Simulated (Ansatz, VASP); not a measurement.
# Na: VASP beside Ansatz

```
Na
1.0
    -2.21279    2.21279    2.11750
     2.21279   -2.21279    2.11750
     2.21279    2.21279   -2.11750
Na
1
Direct
  0.00000 0.00000 0.00000
```

Change from the starting cell: strain +0.0450 x Voigt [1, 1, 0, 0, 0, 0], atoms carried along.

Alike in both runs: task single point; functional PBE; k mesh 16 × 16 × 16; occupations gaussian, width 0.15 eV; no spin polarisation.

|  | VASP | Ansatz |
| --- | --- | --- |
| version | VASP 6.6.1 | Ansatz 0.2.0 |
| potentials or method | VASP PAW PBE potentials, release 64 (Na_pv) | scalar-relativistic, plane waves, PAW |
| plane-wave cutoff (eV) | 520 | 420 |
| valence electrons in the cell | 7 | 9 |

|  | VASP | Ansatz | Ansatz less VASP |
| --- | --- | --- | --- |
| gap on the k mesh at the Fermi level (eV) | none | none | - |
| pressure (GPa) | -0.7 | -0.7 | +0.01 |

A gap of «none» marks a metal or a gap that the smearing closes. The two sets of potentials don't hold the same shells in valence.
